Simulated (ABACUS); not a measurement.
Crystal: Te2Mo.

```xyz
6
Lattice="3.5182 0.0000 0.0000 -1.7591 3.0469 0.0000 0.0000 0.0000 13.9736" Properties=species:S:1:pos:R:3 pbc="T T T"
Te    1.7591    1.0156    5.2960
Te    0.0000    2.0312   12.2828
Te    1.7591    1.0156    1.6908
Te    0.0000    2.0312    8.6776
Mo    1.7591    1.0156   10.4802
Mo    0.0000    2.0312    3.4934
```

| Item | Value |
| --- | --- |
| Program | ABACUS 3.10.1 |
| Task | single point |
| Functional | PBEsol |
| Potentials or basis | PseudoDojo NC SR 0.4.1 PBEsol standard |
| Cutoff | 1129 eV |
| Density cutoff | 4517 eV |
| Basis | plane waves |
| k mesh | 9 × 9 × 2 |
| Occupations | fermi-dirac, width 0.05 eV |
| Spin | no spin polarisation |

On this cell: pressure -0.6 GPa; largest force 0.023 eV/Å; band gap on the k mesh 0.74 eV, indirect (least direct gap 1.04 eV).

The same run follows on a disturbed copy (atoms moved at random, drawn with an rms of 0.05 Å):

```
Te Mo
1.0
     3.51820    0.00000    0.00000
    -1.75910    3.04685    0.00000
     0.00000    0.00000   13.97360
Te Mo
4 2
Direct
  0.68221 0.35004 0.37941
  0.33262 0.66864 0.88013
  0.67577 0.34141 0.12384
  0.34483 0.67496 0.62304
  0.65283 0.31865 0.74889
  0.31947 0.65670 0.25247
```

Task: What changes?

Result: The energy moves by +19.1 meV/atom; pressure 0.3 GPa; largest force 1.321 eV/Å; band gap on the k mesh 0.71 eV, indirect (least direct gap 1.01 eV).

Forces on the atoms (eV/Å):
```
Te  -0.454 -0.588  0.440
Te  -0.121 -0.342 -0.292
Te  -0.363 -0.403 -0.134
Te  -0.337 -0.542 -0.558
Mo   0.459  0.892  0.859
Mo   0.817  0.984 -0.316
```

Stress tensor (GPa, compression positive):
```
-0.16  0.14  0.20
 0.14 -0.33  0.01
 0.20  0.01  1.46
```

Caveats: spin-orbit coupling is left out, which moves the levels of the heavy elements; an odd mesh through Γ misses points on the zone boundary, where band edges often lie; this functional lacks dispersion, which binds the layers, so the pressure and a relaxed spacing across them are unreliable (some runs).
